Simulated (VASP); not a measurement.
# Te2Mo in VASP: single point with LDA

Aim: the single point of Te2Mo with LDA.

Program: VASP 6.6.1. These are calculated values, not measurements. Logs are shortened: lines on timing, memory, paths and dates and some standing lists are left out, and cuts for length are marked.

## Step 1: The slab as given

The cell holds a slab with vacuum, 3 atoms: a = 3.560 Å, b = 3.560 Å, c = 17.524 Å, α = 90.00°, β = 90.00°, γ = 120.00°.

## Step 2: Single point, LDA

Input file INCAR:

```
  PREC = Accurate
  ENCUT = 520
  EDIFF = 1E-6
  ISMEAR = 0
  SIGMA = 0.05
  LREAL = False
  LASPH = True
  NELM = 100
  ALGO = Normal
  ISIF = 2
  LWAVE = False
  LCHARG = False
  NBANDS = 20
```

Input file KPOINTS:

```
regular mesh
0
Gamma
  9 9 2
```

Input file POSCAR:

```
Te2Mo
1.0
    3.5602328140      0.0000000000      0.0000000000
   -1.7801164070      3.0832520603      0.0000000000
    0.0000000000      0.0000000000     17.5240578200
Te Mo
2 1
Direct
    0.3333333333      0.6666666667      0.8978554500
    0.3333333333      0.6666666667      0.1021445500
    0.0000000000      0.0000000000      0.0000000000
```

Potentials or basis: VASP PAW LDA potentials, release 64 (Te, Mo_sv).

Run with:

```
cat potpaw_LDA.64/Te/POTCAR potpaw_LDA.64/Mo_sv/POTCAR > POTCAR
mpirun -np 1 vasp_std > vasp.out
```

OUTCAR:

```text
PREC = Accurate
   ENCUT = 520
   EDIFF = 1E-6
   ISMEAR = 0
   LREAL = False
   LASPH = True
   NELM = 100
   ISIF = 2

 ion  position               nearest neighbor table
   1  0.333  0.667  0.898-   3 2.73   3 2.73   3 2.73   2 3.58
   2  0.333  0.667  0.102-   3 2.73   3 2.73   3 2.73   1 3.58
   3  0.000  0.000  0.000-   1 2.73   2 2.73   1 2.73   2 2.73   1 2.73   2 2.73

  LATTYP: Found a hexagonal cell.
 ALAT       =     3.5602328140
 C/A-ratio  =     4.9221662558

  Lattice vectors:

 A1 = (   3.5602328140,   0.0000000000,   0.0000000000)
 A2 = (  -1.7801164070,   3.0832520603,   0.0000000000)
 A3 = (   0.0000000000,   0.0000000000,  17.5240578200)

Analysis of symmetry for initial positions (statically):
=====================================================================
 Subroutine PRICEL returns:
 Original cell was already a primitive cell.

 Routine SETGRP: Setting up the symmetry group for a
 hexagonal supercell.

 Subroutine GETGRP returns: Found 12 space group operations
 (whereof 12 operations were pure point group operations)
 out of a pool of 24 trial point group operations.

The static configuration has the point symmetry D_3h.

Analysis of symmetry for dynamics (positions and initial velocities):
=====================================================================
 Subroutine PRICEL returns:
 Original cell was already a primitive cell.

 Routine SETGRP: Setting up the symmetry group for a
 hexagonal supercell.

 Subroutine GETGRP returns: Found 12 space group operations
 (whereof 12 operations were pure point group operations)
 out of a pool of 24 trial point group operations.

The dynamic configuration has the point symmetry D_3h.

 Subroutine INISYM returns: Found 12 space group operations
 (whereof 12 operations are pure point group operations),
 and found     1 'primitive' translations

----------------------------------------------------------------------------------------

                                     Primitive cell

  volume of cell :     192.3633

  direct lattice vectors                    reciprocal lattice vectors
     3.560232814  0.000000000  0.000000000     0.280880508  0.162166437  0.000000000
    -1.780116407  3.083252060  0.000000000     0.000000000  0.324332873  0.000000000
     0.000000000  0.000000000 17.524057820     0.000000000  0.000000000  0.057064409

  length of vectors
     3.560232814  3.560232814 17.524057820     0.324332873  0.324332873  0.057064409

  position of ions in fractional coordinates (direct lattice)
     0.333333333  0.666666667  0.897855450
     0.333333333  0.666666667  0.102144550
     0.000000000  0.000000000  0.000000000

  ion indices of the primitive-cell ions
   primitive index   ion index
                 1           1
                 2           2
                 3           3

----------------------------------------------------------------------------------------

 KPOINTS: regular mesh

Automatic generation of k-mesh.
 Grid dimensions read from file:
 generate k-points for:    9    9    2

 Generating k-lattice:

  Cartesian coordinates                     Fractional coordinates (reciprocal lattice)
     0.031208945  0.018018493  0.000000000     0.111111111  0.000000000  0.000000000
     0.000000000  0.036036986  0.000000000     0.000000000  0.111111111  0.000000000
     0.000000000  0.000000000  0.028532204     0.000000000  0.000000000  0.500000000

  Length of vectors
     0.036036986  0.036036986  0.028532204

  Shift w.r.t. Gamma in fractional coordinates (k-lattice)
     0.000000000  0.000000000  0.000000000

 Subroutine IBZKPT returns following result:
 ===========================================

 Found     24 irreducible k-points:

 Following reciprocal coordinates:
            Coordinates               Weight
  0.000000  0.000000  0.000000      1.000000
  0.111111  0.000000  0.000000      6.000000
  0.222222  0.000000  0.000000      6.000000
  0.333333 -0.000000  0.000000      6.000000
  0.444444  0.000000  0.000000      6.000000
  0.111111  0.111111  0.000000      6.000000
[... 16 lines left out ...]
  0.333333  0.222222  0.500000     12.000000
  0.333333  0.333333  0.500000      2.000000
   k-points           NKPTS =     24   k-points in BZ     NKDIM =     24   number of bands    NBANDS=     20
   number of dos      NEDOS =    301   number of ions     NIONS =      3
   total plane-waves  NPLWV = 109760
   dimension x,y,z NGX =    28 NGY =   28 NGZ =  140
   dimension x,y,z NGXF=    56 NGYF=   56 NGZF=  280
   ions per type =               2   1
   NGX,Y,Z   is equivalent  to a cutoff of  13.07, 13.07, 13.28 a.u.
   NGXF,Y,Z  is equivalent  to a cutoff of  26.15, 26.15, 26.56 a.u.
 SYSTEM =  unknown system
   PREC   = accura    normal or accurate (medium, high low for compatibility)
   ISTART =      0    job   : 0-new  1-cont  2-samecut
   ICHARG =      2    charge: 1-file 2-atom 10-const
   ISPIN  =      1    spin polarized calculation?
   LNONCOLLINEAR =      F non collinear calculations
   LSORBIT =      F    spin-orbit coupling
   LASPH  =      T    aspherical Exc in radial PAW
   ENCUT  =  520.0 eV  38.22 Ry    6.18 a.u.   6.62  6.62 32.58*2*pi/ulx,y,z
   NELM   =    100;   NELMIN=  2; NELMDL= -5     # of ELM steps
   EDIFF  = 0.1E-05   stopping-criterion for ELM
   LREAL  =      F    real-space projection
   EDIFFG = 0.1E-04   stopping-criterion for IOM
   NSW    =      0    number of steps for IOM
   IBRION =     -1    ionic relax: 0-MD 1-quasi-New 2-CG
   NFREE  =      0    steps in history (QN), initial steepest desc. (CG)
   ISIF   =      2    stress and relaxation
   ISYM   =      2    0-nonsym 1-usesym 2-fastsym
   POTIM  = 0.5000    time-step for ionic-motion
   TEBEG  =    0.0;   TEEND  =   0.0 temperature during run
   PSTRESS=    0.0 pullay stress
   NELECT =      26.0000    total number of electrons
   NUPDOWN=      -1.0000    fix difference up-down
   EMIN   =  10.00;   EMAX   =-10.00  energy-range for DOS
   EFERMI =   0.00;   METHOD = LEGACY
   ISMEAR =     0;   SIGMA  =   0.05  broadening in eV -4-tet -1-fermi 0-gaus
   EFERMI_NEDOS =   21; number of points for ismear=-14 and -15
   IALGO  =     38    algorithm
   IMIX   =      4    mixing-type and parameters
     AMIX     =   0.40;   BMIX     =  1.00
     AMIX_MAG =   1.60;   BMIX_MAG =  1.00
  volume/ion in A,a.u.               =      64.12       432.71
  Fermi-wavevector in a.u.,A,eV,Ry     =   0.840153  1.587660  9.603777  0.705858
  Thomas-Fermi vector in A             =   1.954489
   LORBIT       =      0    0 simple, 1 ext, 2 COOP (PROOUT), +10 PAW based schemes
   GGA     = CA    functional components
   LHFCALC =     F    Hartree Fock is set to
   AEXX    =    0.0000 exact exchange contribution
   IVDW    =     0    specifies the selected vdW correction
   LEPSILON=     F    determine dielectric tensor
   LRPA    =     F    only Hartree local field effects (RPA)
 non-spin polarized calculation
 Gauss-broadening in eV      SIGMA  =   0.05
  energy-cutoff  :      520.00
  volume of cell :      192.36
 maximum number of plane-waves:      5262
 NGX is ok and might be reduce to    28
   NGX = 13   NGY = 13   NGZ = 65

 number of electron      26.0000000 magnetization

 Free energy of the ion-electron system (eV)
  ---------------------------------------------------
  ext. energy  EPLUGINS =         0.00000000
  ---------------------------------------------------
  free energy    TOTEN  =       -20.41233772 eV

  energy without entropy =      -20.41233772  energy(sigma->0) =      -20.41233772

 E-fermi :   0.1841     XC(G=0):  -4.8296

 val. band max:       -0.1341842366   @ k =   0.3333   0.3333   0.5000
 cond. band min:       0.9095512003   @ k =   0.3333   0.3333   0.0000
 fundamental gap:      1.0437354369
 Fermi energy:         0.1840570880

 k-point     1 :       0.0000    0.0000    0.0000
  band No.  band energies     occupation
      1     -60.4381      2.00000
      2     -34.7741      2.00000
      3     -34.6667      2.00000
      4     -34.6667      2.00000
      5     -12.6717      2.00000
      6     -11.6917      2.00000
[... 12 lines left out ...]
     19       4.7632      0.00000
     20       5.5498      0.00000

 k-point     2 :       0.1111    0.0000    0.0000
  band No.  band energies     occupation
      1     -60.4371      2.00000
      2     -34.7710      2.00000
      3     -34.6805      2.00000
      4     -34.6699      2.00000
      5     -12.5075      2.00000
      6     -11.5802      2.00000
[... 12 lines left out ...]
     19       4.9654      0.00000
     20       5.8722      0.00000

 k-point     3 :       0.2222    0.0000    0.0000
  band No.  band energies     occupation
      1     -60.4346      2.00000
      2     -34.7632      2.00000
      3     -34.7154      2.00000
      4     -34.6780      2.00000
      5     -12.0458      2.00000
      6     -11.2683      2.00000
[... 12 lines left out ...]
     19       5.5195      0.00000
     20       6.3350      0.00000

 k-point     4 :       0.3333   -0.0000    0.0000
  band No.  band energies     occupation
      1     -60.4317      2.00000
      2     -34.7546      2.00000
      3     -34.7544      2.00000
      4     -34.6872      2.00000
      5     -11.4012      2.00000
      6     -10.8420      2.00000
[... 12 lines left out ...]
     19       5.7889      0.00000
     20       6.0444      0.00000

 k-point     5 :       0.4444    0.0000    0.0000
  band No.  band energies     occupation
      1     -60.4298      2.00000
      2     -34.7801      2.00000
      3     -34.7486      2.00000
      4     -34.6932      2.00000
      5     -10.8578      2.00000
      6     -10.4993      2.00000
[... 12 lines left out ...]
     19       5.8410      0.00000
     20       6.3092      0.00000
[... 353 lines left out ...]
      6     -10.4012      2.00000
[... 12 lines left out ...]
     19       6.6119      0.00000
     20       7.0154      0.00000

 k-point    22 :       0.2222    0.2222    0.5000
  band No.  band energies     occupation
      1     -60.4304      2.00000
      2     -34.7571      2.00000
      3     -34.7505      2.00000
      4     -34.7061      2.00000
      5     -11.0799      2.00000
      6     -10.6259      2.00000
[... 12 lines left out ...]
     19       6.4048      0.00000
     20       6.5549      0.00000

 k-point    23 :       0.3333    0.2222    0.5000
  band No.  band energies     occupation
      1     -60.4290      2.00000
      2     -34.7665      2.00000
      3     -34.7460      2.00000
      4     -34.7209      2.00000
      5     -10.6397      2.00000
      6     -10.3406      2.00000
[... 12 lines left out ...]
     19       6.1741      0.00000
     20       6.8871      0.00000

 k-point    24 :       0.3333    0.3333    0.5000
  band No.  band energies     occupation
      1     -60.4285      2.00000
      2     -34.7560      2.00000
      3     -34.7445      2.00000
      4     -34.7399      2.00000
      5     -10.4833      2.00000
      6     -10.2337      2.00000
[... 12 lines left out ...]
     19       5.0194      0.00000
     20       7.1848      0.00000

------------------------ aborting loop because EDIFF is reached ----------------------------------------

  FORCE on cell =-STRESS in cart. coord.  units (eV):
  Direction    XX          YY          ZZ          XY          YZ          ZX
  --------------------------------------------------------------------------------------
  -------------------------------------------------------------------------------------
  Total       -2.3755277     -2.3755277     -1.3365983     -0.0000000      0.0000000     -0.0000000
  in kB      -19.7855706    -19.7855706    -11.1324149     -0.0000000      0.0000000     -0.0000000
  external PRESSURE =     -16.9011854 kB  Pullay stress =       0.0000000 kB

 VOLUME and BASIS-vectors are now :
 -----------------------------------------------------------------------------
  energy-cutoff  :      520.00
  volume of cell :      192.36
      direct lattice vectors                 reciprocal lattice vectors
     3.560232814  0.000000000  0.000000000     0.280880508  0.162166437  0.000000000
    -1.780116407  3.083252060  0.000000000     0.000000000  0.324332873  0.000000000
     0.000000000  0.000000000 17.524057820     0.000000000  0.000000000  0.057064409

 POSITION                                       TOTAL-FORCE (eV/Angst)
 -----------------------------------------------------------------------------------
     -0.00000      2.05550     15.73407        -0.000000      0.000000      0.369909
     -0.00000      2.05550      1.78999        -0.000000      0.000000     -0.369909
      0.00000      0.00000      0.00000         0.000000     -0.000000      0.000000
 -----------------------------------------------------------------------------------
    total drift:                                0.000000     -0.000000     -0.000000

  FREE ENERGIE OF THE ION-ELECTRON SYSTEM (eV)
  ---------------------------------------------------
  free  energy   TOTEN  =       -20.4123377199 eV

  energy  without entropy=      -20.4123377199  energy(sigma->0) =      -20.41233772
```

Wall time 67 s (1 thread of AMD EPYC 9R45 (Zen 5), shared host); peak memory 0.27 GiB.

What came out:

```yaml
Free_energy: -20.4123 eV
Largest_force: 0.370 eV/Å
Band_gap_on_the_k_mesh: 1.04 eV, direct
```

Forces on the atoms (eV/Å):
```
Te   0.000  0.000  0.370
Te   0.000  0.000 -0.370
Mo   0.000  0.000  0.000
```

Caveat: spin-orbit coupling is left out, which moves the levels of the heavy elements.
